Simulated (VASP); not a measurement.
Runs of VASP 6.6.1 on Al. All rows change the cell; the cell of one of them follows. Symmetry: P4/mmm, No. 123, tetragonal system. Conventional cell: a = 2.833 Å, b = 2.833 Å, c = 2.566 Å, α = 90.00°, β = 90.00°, γ = 90.00°. Al (site symmetry 4/mmm) is surrounded by 6 Al at 2.57 to 2.83 Å. The cell was built by a generator and needn't be a form met in nature.

```tsv
task	cell	k mesh	cutoff (eV)	mesh quality	gap on the mesh (eV)	pressure (GPa)	relaxed volume (Å³/atom)
relaxation of cell and atoms	relaxed from: random cell by space group and Wyckoff sites (P4/mmm, No. 123)	20 × 20 × 22	600	not flagged	none	0.0	(a)
single point	random cell by space group and Wyckoff sites (P4/mmm, No. 123)	6 × 6 × 6	520	coarse	none	0.0	-
single point	random cell by space group and Wyckoff sites (P4/mmm, No. 123)	20 × 20 × 22	520	not flagged	none	0.0	-
relaxation of cell and atoms	relaxed from: random cell by space group and Wyckoff sites (P4/mmm, No. 123)	6 × 6 × 6	600	coarse	none	-0.2	20.65
```

Alike in all rows: level PBE; potentials or basis VASP PAW PBE potentials, release 64 (Al); no spin polarisation; smearing gaussian 0.1 eV.

Task: Fill in the values left out.

Result: (a) 20.17.

Caveats: some runs use coarse meshes; the volume moved by over 15 % at a fixed basis, so the end points are rough (some runs).

A gap of «none» marks a metal or a gap under the smearing width.
